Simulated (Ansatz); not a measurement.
## Molecular dynamics of Mg$_{8}$HO$_{8}$

input.yaml

```yaml
accuracy: low
crystal:
  lattice:
    - [0.0, 4.037, 4.037]
    - [4.037, 0.0, 4.037]
    - [4.037, 4.037, 0.0]
  atoms:
    - { symbol: Mg, position: [-0.00168755, 0.00058618, 0.00034389] }
    - { symbol: O, position: [0.24953964, 0.25019701, 0.24988509] }
    - { symbol: Mg, position: [-0.00110947, 0.00268358, 0.49895776] }
    - { symbol: O, position: [0.25512131, 0.23402065, 0.75518923], spin: 0.08 }
    - { symbol: Mg, position: [-0.00100542, 0.49937694, 0.00204551] }
    - { symbol: O, position: [0.25520328, 0.75556484, 0.23348327], spin: 0.08 }
    - { symbol: Mg, position: [-0.00115803, 0.49921255, 0.4989083] }
    - { symbol: O, position: [0.25506402, 0.75542819, 0.75513219], spin: 0.08 }
    - { symbol: Mg, position: [0.5002623, 0.00056853, 0.00031573] }
    - { symbol: O, position: [0.7498215, 0.25019525, 0.24989512] }
    - { symbol: Mg, position: [0.50028435, 0.00057926, 0.498385] }
    - { symbol: O, position: [0.74981505, 0.25020147, 0.74960172] }
    - { symbol: Mg, position: [0.50026245, 0.49868246, 0.00031506] }
    - { symbol: O, position: [0.74982648, 0.74989121, 0.24990101] }
    - { symbol: Mg, position: [0.50188275, 0.49940849, 0.4990934] }
    - { symbol: O, position: [0.73336315, 0.75558231, 0.7552886], spin: 0.08 }
    - { symbol: H, position: [0.1238736, 0.62554837, 0.62420242], spin: 0.32 }
magnetization:
  spin_polarized: true
basis:
  ecutwfc: 420.0
kpoints:
  mp_grid: { grid: [2, 2, 2] }
hamiltonian:
  xc: pbe
  pseudopotentials: { kind: paw, azcp: { folder: soft_1 } }
scf:
  occupations: { method: fermi_dirac, width: 0.05 }
  lower_state_search: "off"
md:
  timestep: 0.5
  n_steps: 150
  ensemble: nvt_langevin
  temperature: 1200.0
  initial_velocities: maxwell_boltzmann
  seed: 117071
  friction: 0.05
```

Launched with:

```bash
$ ansatz run input.yaml --threads 1 --pin off --max-ram 3072MiB --backend cpu --events-out ev --progress --plain --runs-dir out
```

It starts from a partly relaxed structure (largest force component 0.07 eV/Å).

Output, in part (step lines):

```
md step     0: t =     0.00 fs  T =  1129.4 K  F+E_penalty+E_count = -19962.09550041 eV  E_kin = 2.481792 eV  (12 SCF iters)
md step     1: t =     0.50 fs  T =  1152.6 K  F+E_penalty+E_count = -19962.08866171 eV  E_kin = 2.532723 eV  (6 SCF iters)
md step     2: t =     1.00 fs  T =  1233.3 K  F+E_penalty+E_count = -19962.06839922 eV  E_kin = 2.710061 eV  (7 SCF iters)
md step     3: t =     1.50 fs  T =  1386.7 K  F+E_penalty+E_count = -19962.03427998 eV  E_kin = 3.047170 eV  (7 SCF iters)
md step     4: t =     2.00 fs  T =  1385.9 K  F+E_penalty+E_count = -19961.98548594 eV  E_kin = 3.045423 eV  (6 SCF iters)
md step     5: t =     2.50 fs  T =  1283.9 K  F+E_penalty+E_count = -19961.92413517 eV  E_kin = 2.821243 eV  (6 SCF iters)
md step     6: t =     3.00 fs  T =  1258.6 K  F+E_penalty+E_count = -19961.85315349 eV  E_kin = 2.765644 eV  (6 SCF iters)
md step     7: t =     3.50 fs  T =  1379.5 K  F+E_penalty+E_count = -19961.77319028 eV  E_kin = 3.031421 eV  (6 SCF iters)
[... lines left out ...]
md step   150: t =    75.00 fs  T =   986.0 K  F+E_penalty+E_count = -19960.35025756 eV  E_kin = 2.166645 eV  (7 SCF iters)
```

The steps, from the saved trajectory:

```tsv
time (fs)	T (K)	potential energy less start (eV)
0.0	1129	0.000
2.5	1284	0.171
5.0	1208	0.575
7.5	1116	1.103
10.0	924	1.708
12.5	517	2.183
15.0	533	2.420
17.5	644	2.476
20.0	736	2.501
22.5	872	2.458
25.0	787	2.370
27.5	781	2.306
30.0	948	2.265
32.5	982	2.231
35.0	892	2.257
37.5	1147	2.201
40.0	1199	1.985
42.5	923	1.948
45.0	855	1.946
47.5	782	1.860
50.0	799	1.769
52.5	852	1.696
55.0	847	1.578
57.5	840	1.481
60.0	799	1.429
62.5	761	1.429
65.0	1019	1.438
67.5	865	1.458
70.0	895	1.474
72.5	1105	1.563
75.0	986	1.745
```

The run went to its last step. The mean temperature of the second half is 24 % below the set value. A run of 0.075 ps of so small a system gives no equilibrium averages. Limits of this set-up: coarse k mesh, low accuracy level.

Mean squared displacements from the first frame to the last, about the centre of mass: Mg 0.02 Å², O 0.02 Å², H 0.06 Å².

Last frame:

```xyz
17
Lattice="0.0000 4.0370 4.0370 4.0370 0.0000 4.0370 4.0370 4.0370 0.0000" Properties=species:S:1:pos:R:3
Mg -0.116 0.096 0.047
O 1.966 1.997 2.088
Mg 1.980 1.982 0.003
O 3.823 4.038 2.050
Mg 2.091 -0.026 1.919
O 3.898 2.103 4.219
Mg 3.954 2.069 2.003
O 5.960 4.035 4.118
Mg -0.025 1.891 2.098
O 1.954 3.992 4.040
Mg 1.944 3.859 1.990
O 4.047 6.096 4.174
Mg 2.048 2.052 4.102
O 3.956 4.033 6.171
Mg 4.067 4.010 3.902
O 6.100 5.913 6.202
H 5.100 2.932 2.833
```

Time of the run: 21 min on 1 thread of Arm Neoverse V1, with other jobs on the host, peak memory 0.46 GiB.
